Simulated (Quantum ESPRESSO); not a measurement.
# WS2 (R3m) in Quantum ESPRESSO: equation of state

How stiff is WS2 in PBEsol, and what volume does it want? The cell is scaled to several volumes.

Everything below comes from runs of Quantum ESPRESSO 7.5. Logs are shortened: lines on timing, memory, paths and dates and some standing lists are left out, and cuts for length are marked.

## Step 1: Starting point

The structure is trigonal, space group R3m (No. 160). Conventional cell: a = 3.158 Å, b = 3.158 Å, c = 18.490 Å, α = 90.00°, β = 90.00°, γ = 120.00°. W (site symmetry 3m) has 6 S at 2.39 to 2.42 Å as nearest neighbours. S (site symmetry 3m) has 3 W at 2.42 Å as nearest neighbours. S (site symmetry 3m) is surrounded by 3 W at 2.39 Å.

Measurements of this composition are mostly on another form, of space group No. 194.

## Step 2: Single point, PBEsol, 16.68 Å³/atom

File pw.in:

```
&CONTROL
  calculation = 'scf'
  prefix = 'pwscf'
  outdir = './tmp'
  pseudo_dir = './pseudo'
  tprnfor = .true.
  tstress = .true.
  disk_io = 'nowf'
/
&SYSTEM
  ibrav = 0
  nat = 3
  ntyp = 2
  ecutwfc = 56
  ecutrho = 448
  nbnd = 20
  occupations = 'smearing'
  smearing = 'fd'
  degauss = 0.00367493
/
&ELECTRONS
  conv_thr = 6d-10
  electron_maxstep = 120
  mixing_beta = 0.5
/
ATOMIC_SPECIES
W    183.8400 w_pbesol_v1.2.uspp.F.UPF
S     32.0600 s_pbesol_v1.4.uspp.F.UPF
CELL_PARAMETERS angstrom
   1.5467664657    0.8930260354    6.0375157167
  -1.5467664657    0.8930260354    6.0375157167
   0.0000000000   -1.7860520706    6.0375157167
ATOMIC_POSITIONS crystal
W      0.0000000000    0.0000000000    0.0000000000
S      0.5810000000    0.5810000000    0.5810000000
S      0.7503000000    0.7503000000    0.7503000000
K_POINTS automatic
10 10 10 0 0 0
```

Potentials or basis: GBRV 1.5 PBEsol.

Started as:

```console
> OMP_NUM_THREADS=1 mpirun -n 2 pw.x -nk 2 -in pw.in > pw.out
```

pw.out:

```text
This program is part of the open-source Quantum ESPRESSO suite
     for quantum simulation of materials; please cite
         "P. Giannozzi et al., J. Phys.:Condens. Matter 21 395502 (2009);
         "P. Giannozzi et al., J. Phys.:Condens. Matter 29 465901 (2017);
         "P. Giannozzi et al., J. Chem. Phys. 152 154105 (2020);
     in publications or presentations arising from this work. More details at

     Message from routine setup:
     using ibrav=0 with symmetry is DISCOURAGED, use correct ibrav instead

     K-points division:     npool     =       2
     Subspace diagonalization in iterative solution of the eigenvalue problem:
     a serial algorithm will be used

     G-vector sticks info
     --------------------
     sticks:   dense  smooth     PW     G-vecs:    dense   smooth      PW
     Sum        2399    1199    395                54083    19159    3577

     Using Slab Decomposition

     bravais-lattice index     =            0
     lattice parameter (alat)  =      11.8980  a.u.
     unit-cell volume          =     337.6720 (a.u.)^3
     number of atoms/cell      =            3
     number of atomic types    =            2
     number of electrons       =        26.00
     number of Kohn-Sham states=           20
     kinetic-energy cutoff     =      56.0000  Ry
     charge density cutoff     =     448.0000  Ry
     scf convergence threshold =      6.0E-10
     mixing beta               =       0.5000
     number of iterations used =            8  plain     mixing
     Exchange-correlation= SLA  PW   PSX  PSC
                           (   1   4  10   8   0   0   0)

     celldm(1)=  11.898010  celldm(2)=   0.000000  celldm(3)=   0.000000
     celldm(4)=   0.000000  celldm(5)=   0.000000  celldm(6)=   0.000000

     crystal axes: (cart. coord. in units of alat)
               a(1) = (   0.245668   0.141837   0.958921 )
               a(2) = (  -0.245668   0.141837   0.958921 )
               a(3) = (   0.000000  -0.283673   0.958921 )

     reciprocal axes: (cart. coord. in units 2 pi/alat)
               b(1) = (  2.035264  1.175060  0.347613 )
               b(2) = ( -2.035264  1.175060  0.347613 )
               b(3) = (  0.000000 -2.350120  0.347613 )

     PseudoPot. # 1 for W  read from file:
     w_pbesol_v1.2.uspp.F.UPF
     Pseudo is Ultrasoft + core correction, Zval = 14.0
     Generated by new atomic code, or converted to UPF format
     Using radial grid of  923 points,  8 beta functions with:
                l(1) =   0
                l(2) =   0
                l(3) =   0
                l(4) =   1
                l(5) =   1
                l(6) =   2
                l(7) =   2
                l(8) =   3
     Q(r) pseudized with  6 coefficients,  rinner =    1.350   1.350   1.350
                                                       1.350   1.350   1.350
                                                       1.350

     PseudoPot. # 2 for S  read from file:
     s_pbesol_v1.4.uspp.F.UPF
     Pseudo is Ultrasoft + core correction, Zval =  6.0
     Generated by new atomic code, or converted to UPF format
     Using radial grid of  907 points,  6 beta functions with:
                l(1) =   0
                l(2) =   0
                l(3) =   1
                l(4) =   1
                l(5) =   2
                l(6) =   2
     Q(r) pseudized with  8 coefficients,  rinner =    1.300   1.300   1.300
                                                       1.300   1.300

     atomic species   valence    mass     pseudopotential
     W                14.00   183.84000     W ( 1.00)
     S                 6.00    32.06000     S ( 1.00)

      6 Sym. Ops. (no inversion) found

   Cartesian axes

     site n.     atom                  positions (alat units)
         1        W      tau(   1) = (   0.0000000   0.0000000   0.0000000  )
         2        S      tau(   2) = (   0.0000000   0.0000000   1.6713992  )
         3        S      tau(   3) = (  -0.0000000   0.0000000   2.1584352  )

     number of k points=   116  Fermi-Dirac smearing, width (Ry)=  0.0037

     Number of k-points >= 100: set verbosity='high' to print them.

     Dense  grid:    54083 G-vectors     FFT dimensions: (  81,  81,  81)

     Smooth grid:    19159 G-vectors     FFT dimensions: (  60,  60,  60)

     Initial potential from superposition of free atoms

     starting charge      25.8996, renormalised to      26.0000

     negative rho (up, down):  6.238E-02 0.000E+00
     Starting wfcs are   21 randomized atomic wfcs

     Self-consistent Calculation

     iteration #  1     ecut=    56.00 Ry     beta= 0.50
     Davidson diagonalization with overlap
     ethr =  1.00E-02,  avg # of iterations =  5.5

     Threshold (ethr) on eigenvalues was too large:
     Diagonalizing with lowered threshold

     Davidson diagonalization with overlap
     ethr =  3.07E-04,  avg # of iterations =  3.8

     negative rho (up, down):  6.455E-02 0.000E+00

     total energy              =    -207.24320399 Ry
     estimated scf accuracy    <       0.08993029 Ry

     iteration #  2     ecut=    56.00 Ry     beta= 0.50
     Davidson diagonalization with overlap
     ethr =  3.46E-04,  avg # of iterations =  2.2

     negative rho (up, down):  6.617E-02 0.000E+00

     total energy              =    -207.25715421 Ry
     estimated scf accuracy    <       0.00634044 Ry

     iteration #  3     ecut=    56.00 Ry     beta= 0.50
     Davidson diagonalization with overlap
     ethr =  2.44E-05,  avg # of iterations =  5.0

     negative rho (up, down):  6.669E-02 0.000E+00

     total energy              =    -207.25717478 Ry
     estimated scf accuracy    <       0.00489964 Ry

     iteration #  4     ecut=    56.00 Ry     beta= 0.50
     Davidson diagonalization with overlap
     ethr =  1.88E-05,  avg # of iterations =  2.0

     negative rho (up, down):  6.744E-02 0.000E+00

     total energy              =    -207.25808275 Ry
     estimated scf accuracy    <       0.00127384 Ry

     iteration #  5     ecut=    56.00 Ry     beta= 0.50
     Davidson diagonalization with overlap
     ethr =  4.90E-06,  avg # of iterations =  2.0

     negative rho (up, down):  6.748E-02 0.000E+00

     total energy              =    -207.25822438 Ry
     estimated scf accuracy    <       0.00003085 Ry

     iteration #  6     ecut=    56.00 Ry     beta= 0.50
     Davidson diagonalization with overlap
     ethr =  1.19E-07,  avg # of iterations =  4.4

     negative rho (up, down):  6.744E-02 0.000E+00

     total energy              =    -207.25824100 Ry
     estimated scf accuracy    <       0.00001236 Ry

     iteration #  7     ecut=    56.00 Ry     beta= 0.50
     Davidson diagonalization with overlap
     ethr =  4.75E-08,  avg # of iterations =  2.0

     negative rho (up, down):  6.738E-02 0.000E+00

     total energy              =    -207.25824322 Ry
     estimated scf accuracy    <       0.00000096 Ry

     iteration #  8     ecut=    56.00 Ry     beta= 0.50
     Davidson diagonalization with overlap
     ethr =  3.68E-09,  avg # of iterations =  3.3

     negative rho (up, down):  6.735E-02 0.000E+00

     total energy              =    -207.25824351 Ry
     estimated scf accuracy    <       0.00000005 Ry

     iteration #  9     ecut=    56.00 Ry     beta= 0.50
     Davidson diagonalization with overlap
     ethr =  2.06E-10,  avg # of iterations =  3.8

     negative rho (up, down):  6.734E-02 0.000E+00

     total energy              =    -207.25824354 Ry
     estimated scf accuracy    <       0.00000001 Ry

     iteration # 10     ecut=    56.00 Ry     beta= 0.50
     Davidson diagonalization with overlap
     ethr =  5.39E-11,  avg # of iterations =  2.0

     negative rho (up, down):  6.734E-02 0.000E+00

     total energy              =    -207.25824354 Ry
     estimated scf accuracy    <          7.0E-10 Ry

     iteration # 11     ecut=    56.00 Ry     beta= 0.50
     Davidson diagonalization with overlap
     ethr =  2.69E-12,  avg # of iterations =  3.6

     negative rho (up, down):  6.734E-02 0.000E+00

     End of self-consistent calculation

     Number of k-points >= 100: set verbosity='high' to print the bands.

     the Fermi energy is    13.2500 ev

!    total energy              =    -207.25824354 Ry
     estimated scf accuracy    <          4.2E-11 Ry
     smearing contrib. (-TS)   =      -0.00000005 Ry
     internal energy E=F+TS    =    -207.25824349 Ry

     The total energy is F=E-TS. E is the sum of the following terms:
     one-electron contribution =     -77.20006066 Ry
     hartree contribution      =      50.39395751 Ry
     xc contribution           =     -58.02673324 Ry
     ewald contribution        =    -122.42540710 Ry

     convergence has been achieved in  11 iterations

     negative rho (up, down):  6.734E-02 0.000E+00

     Forces acting on atoms (cartesian axes, Ry/au):

     atom    1 type  1   force =    -0.00000000    0.00000000   -0.02705927
     atom    2 type  2   force =    -0.00000000   -0.00000000   -0.03197625
     atom    3 type  2   force =     0.00000000   -0.00000000    0.05903552

     Total force =     0.072387     Total SCF correction =     0.000008

     Computing stress (Cartesian axis) and pressure

     negative rho (up, down):  6.734E-02 0.000E+00
          total   stress  (Ry/bohr**3)                   (kbar)     P=      115.02
   0.00073205  -0.00000000  -0.00000000          107.69       -0.00       -0.00
  -0.00000000   0.00073205  -0.00000000           -0.00      107.69       -0.00
   0.00000000  -0.00000000   0.00088160            0.00       -0.00      129.69

=------------------------------------------------------------------------------=
   JOB DONE.
=------------------------------------------------------------------------------=
```

Run time: 2.7 min. Hardware: 2 MPI ranks of Arm Neoverse V2, shared host; peak memory 0.6 GiB.

What came out:

```yaml
Free_energy: -2819.8921 eV
Pressure: 11.5 GPa
Largest_force: 1.518 eV/Å
Band_gap_on_the_k_mesh: 0.94 eV, indirect (least direct gap 2.37 eV)
```

Caveat: spin-orbit coupling is left out, which moves the levels of the heavy elements; forces of over 1 eV/Å show positions far from the minimum, so gaps and moduli don't describe the material at rest.

(Continued in part 2 of 2.)
